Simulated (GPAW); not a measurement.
The system is MgO.

```xyz
2
Lattice="0.0000 2.0970 2.0970 2.0970 0.0000 2.0970 2.0970 2.0970 0.0000" Properties=species:S:1:pos:R:3 pbc="T T T"
Mg    0.0000    0.0000    0.0000
O     2.0970    2.0970    2.0970
```

The cell is a database's computed one.

Base run:

* Program: GPAW 26.7.0
* Functional: SOGGA
* Potentials or basis: PAW data sets generated in the run's folder for this functional
* Cutoff: 800 eV
* Basis: pw
* k mesh: 9 × 9 × 9
* Occupations: fermi-dirac, width 0.05 eV
* Spin: no spin polarisation

Its results: band gap on the k mesh 4.77 eV, direct; pressure 2.6 GPa.

Problem. The run is repeated on the same cell with these changes: functional from SOGGA to PBEsol; cutoff from 800 eV to 600 eV. What comes out?

Solution. Band gap on the k mesh 4.78 eV, direct; pressure -1.9 GPa.

Caveats: the cutoff is short for stress and forces, so pressures can be off by a GPa or more (some runs); an odd mesh through Γ misses points on the zone boundary, where band edges often lie (some runs).

Not every run made on this cell is shown here.
